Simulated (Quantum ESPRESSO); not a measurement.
The system is Au.

```
Au
1.0
     0.00000    2.03500    2.03500
     2.03500    0.00000    2.03500
     2.03500    2.03500    0.00000
Au
1
Direct
  0.00000 0.00000 0.00000
```

Program: Quantum ESPRESSO 7.5. Alike in all runs: no spin polarisation; cell as given; smearing fermi-dirac 0.05 eV.

Q: Order these runs on this cell by their pressure, lowest first.
A. level PBE; potentials or basis SG15 PBE 1.2; k mesh 4 × 4 × 4; cutoff (eV) 952; mesh quality coarse
B. level PBE; potentials or basis SPMS 1.0 PBE; k mesh 11 × 11 × 11; cutoff (eV) 925; mesh quality not flagged
C. level LDA; potentials or basis PseudoDojo 0.4.1 SR LDA standard; k mesh 11 × 11 × 11; cutoff (eV) 871; form of the LDA correlation PW92; mesh quality not flagged

A: C (-5.1 GPa), B (10.8 GPa), A (13.4 GPa).

Caveats: some runs use coarse meshes.

Not every run made on this cell is shown here.
